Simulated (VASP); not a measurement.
Input of a VASP 6.6.1 run:

The input INCAR:

```
SYSTEM = Te2Pt
ALGO     = Fast           ! electronic algorithm
EDIFF    = 1E-7           ! SCF threshold, eV
EDIFFG   = -0.001         ! ionic threshold
ENCUT    = 600            ! plane-wave cutoff, eV
GGA      = PE             ! functional
IBRION   = 2              ! ionic algorithm
ISIF     = 3              ! what is computed and relaxed
ISMEAR   = -1             ! smearing method
IVDW     = 12             ! dispersion correction
LASPH    = .True.         ! aspherical terms in the spheres
LCHARG   = .False.        ! write CHGCAR
LREAL    = .False.        ! projectors in reciprocal space
LWAVE    = .False.        ! write WAVECAR
NELM     = 100            ! most SCF steps
NSW      = 80             ! ionic steps
PREC     = Accurate       ! precision mode
SIGMA    = 0.15           ! smearing width, eV
```

File KPOINTS:

```
k-points
0
Gamma
  12 12 8
  0 0 0
```

The input POSCAR:

```
Te2Pt
1.0
    4.0520213427      0.0000000000      0.0000000000
   -2.0260106713      3.5091534195      0.0000000000
    0.0000000000      0.0000000000      5.0939376496
Te Pt
2 1
Direct
    0.3333333333      0.6666666667      0.2671490266
    0.6666666667      0.3333333333      0.7328509734
    0.0000000000      0.0000000000      0.0000000000
```

Potentials or basis: VASP PAW PBE potentials, release 64 (Te, Pt).

Command:

```sh
$ cat potpaw_PBE.64/Te/POTCAR potpaw_PBE.64/Pt/POTCAR > POTCAR
$ mpirun -np 1 vasp_std > vasp.out
```

**Question.** Predict the band gap on the k mesh.

**Answer.** None (metal or under the smearing width).

**Question.** Estimate the dispersion energy per atom.

**Answer.** -0.567 eV.

**Question.** Predict the relaxed cell.

**Answer.** a = 4.049 Å, b = 4.049 Å, c = 5.095 Å, α = 90.00°, β = 90.00°, γ = 120.00°.

**Question.** Predict the relaxed volume.

**Answer.** 24.12 Å³/atom.

Final structure:
```yaml
crystal:
  lattice:
    - [4.04909, 0.00000, 0.00000]
    - [-2.02455, 3.50662, 0.00000]
    - [0.00000, 0.00000, 5.09548]
  atoms:
    - { symbol: Te, position: [0.33333, 0.66667, 0.26730] }
    - { symbol: Te, position: [0.66667, 0.33333, 0.73270] }
    - { symbol: Pt, position: [0.00000, 0.00000, 0.00000] }
```

Caveat: pairwise dispersion overbinds metals, which lowers pressure and volume. The run has no spin-orbit coupling, so splittings on Pt, Te are missing.
